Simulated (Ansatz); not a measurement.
## Cu2O, space group Pn-3m: cell relaxations under several functionals, step by step

Computed with Ansatz 0.2.0 through its Python package.

Run as a notebook:

**Cell 1**
```python
import warnings

import ansatz
import numpy as np
```

**Cell 2**
```python
def edges_and_angles(cell):
    cell = np.asarray(cell)
    a, b, c = np.linalg.norm(cell, axis=1)
    cosines = cell[1] @ cell[2] / (b * c), cell[0] @ cell[2] / (a * c), cell[0] @ cell[1] / (a * b)
    return (a, b, c, *np.degrees(np.arccos(cosines)))
```

**Cell 3**
```python
warnings.simplefilter("ignore", ansatz.DeckWarning)

lattice = ansatz.Lattice.of(
    [4.26, 0.0, 0.0],
    [0.0, 4.26, 0.0],
    [0.0, 0.0, 4.26],
)
sites = [
    ("Cu", [0.25, 0.25, 0.25]),
    ("Cu", [0.25, 0.75, 0.75]),
    ("Cu", [0.75, 0.75, 0.25]),
    ("Cu", [0.75, 0.25, 0.75]),
    ("O", [0.0, 0.0, 0.0]),
    ("O", [0.5, 0.5, 0.5]),
]
cell = ansatz.Crystal(lattice=lattice)
for symbol, position in sites:
    cell = cell.atom(symbol, position)
```

**Cell 4**
```python
cell.resolved().sites[-1]
```
Output:
```text
Site(symbol='O', position=(0.5, 0.5, 0.5), moment=None, axis=None, held=None, saved=None)
```

**Cell 5**
```python
job = cell.calculation()
job = job.kpoints(6, 6, 6)
job = job.occupations("Fixed").relax(cell=True)
```

**Cell 6**
```python
levels = [("r2scan", "d4"), ("r2scan", "none"), ("rpbe", "none")]
print("level            a       b       c    alpha   beta  gamma  V/atom  steps")
for name, dispersion in levels:
    seen = []
    run = job.functional(name, dispersion=dispersion).session().plan()
    out = run.execute(on_event=lambda e: seen.append(e) if e["event"] == "relax_step" else None)
    cell = out.lattice.cell_ang
    label = name if dispersion == "none" else f"{name}+{dispersion}"
    print("{:13s} {:7.4f} {:7.4f} {:7.4f} {:6.2f} {:6.2f} {:6.2f}".format(label, *edges_and_angles(cell)), f"{abs(np.linalg.det(cell)) / len(out.lattice.sites):7.3f} {len(seen):5d}")
```
Output:
```text
level            a       b       c    alpha   beta  gamma  V/atom  steps
r2scan+d4      4.2311  4.2311  4.2311  90.00  90.00  90.00  12.624     5
r2scan         4.2458  4.2458  4.2458  90.00  90.00  90.00  12.756     4
rpbe           4.3545  4.3545  4.3545  90.00  90.00  90.00  13.762     7
```

From smallest to largest: r2SCAN+D4 (12.62 Å³ an atom, -2.0 % against the start), r2SCAN (12.76 Å³ an atom, -1.0 % against the start) and RPBE (13.76 Å³ an atom, +6.8 % against the start). The spread is 9.0 % in volume.

Reading the output:
- Spin is left out of this run.
- Forces vanish by symmetry, so the ions can't move, and the end may be a saddle.
- Of the deposited cell: the entry's cell lengths or inner coordinates differ somewhat from later room-temperature determinations.
- Without a Hubbard U or exact exchange, semilocal functionals often make such 3d compounds metallic or too weakly gapped.
- The starting cell is as deposited in a crystallographic database; the results hold for this polymorph, which needn't be the stable one.
- The whole script took 92 s on 1 thread of Intel(R) Xeon(R) Processor @ 2.30GHz (shared host), peak memory 0.74 GiB.
